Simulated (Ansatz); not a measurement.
Crystal: NaF (Villiaumite).

```
Na F
1.0
     0.00000    2.32000    2.32000
     2.32000    0.00000    2.32000
     2.32000    2.32000    0.00000
Na F
1 1
Direct
  0.00000 0.00000 0.00000
  0.50000 0.50000 0.50000
```

* Program: Ansatz 0.2.0
* Task: single point
* Functional: PBE
* Potentials or basis: Ansatz PAW
* Cutoff: 420 eV (not typed: the program's choice for these potentials)
* k mesh: 10 × 10 × 10
* Occupations: fermi-dirac, width 0.05 eV
* Spin: no spin polarisation

On this cell: pressure 1.9 GPa; largest force zero by symmetry; band gap on the k mesh 6.29 eV, direct.

The same run follows on a disturbed copy (atoms moved at random, drawn with an rms of 0.05 Å):

```
CELL_PARAMETERS angstrom
0.00000 2.32000 2.32000
2.32000 0.00000 2.32000
2.32000 2.32000 0.00000
ATOMIC_POSITIONS crystal
Na 0.99536 0.00740 0.00911
F 0.49935 0.50326 0.48739
```

What changes?

The energy moves by +3.1 meV/atom; pressure 2.1 GPa; largest force 0.170 eV/Å; band gap on the k mesh 6.29 eV, direct.

Forces on the atoms (eV/Å):
```
Na  -0.141 -0.095 -0.001
F    0.141  0.095  0.001
```

Stress tensor (GPa, compression positive):
```
 2.29 -0.07  0.00
-0.07  2.07  0.00
 0.00  0.00  1.88
```

A k mesh can miss the band edges.
